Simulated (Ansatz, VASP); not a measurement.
**One calculation of Ru, two programs**

```
Ru
1.0
    -1.52741    1.52741    1.52741
     1.52741   -1.52741    1.52741
     1.52741    1.52741   -1.52741
Ru
1
Direct
  0.00000 0.00000 0.00000
```

Alike in both runs: functional PBE; k mesh 15 × 15 × 15; occupations fermi-dirac, width 0.1 eV; no spin polarisation.

Ansatz relaxed the structure, and its values are those at the end. VASP's run is a single point on that final structure, the one shown.

```csv
,VASP,Ansatz
version,VASP 6.6.1,Ansatz 0.2.0
potentials or method,"VASP PAW PBE potentials, release 64 (Ru_pv)","plane waves (420 eV) with PAW, scalar-relativistic"
plane-wave cutoff (eV),520,420
valence electrons in the cell,14,16
```

```tsv
	VASP	Ansatz	Ansatz less VASP
pressure (GPa)	-0.1	0.0	+0.11
```

The two sets of potentials don't hold the same shells in valence.
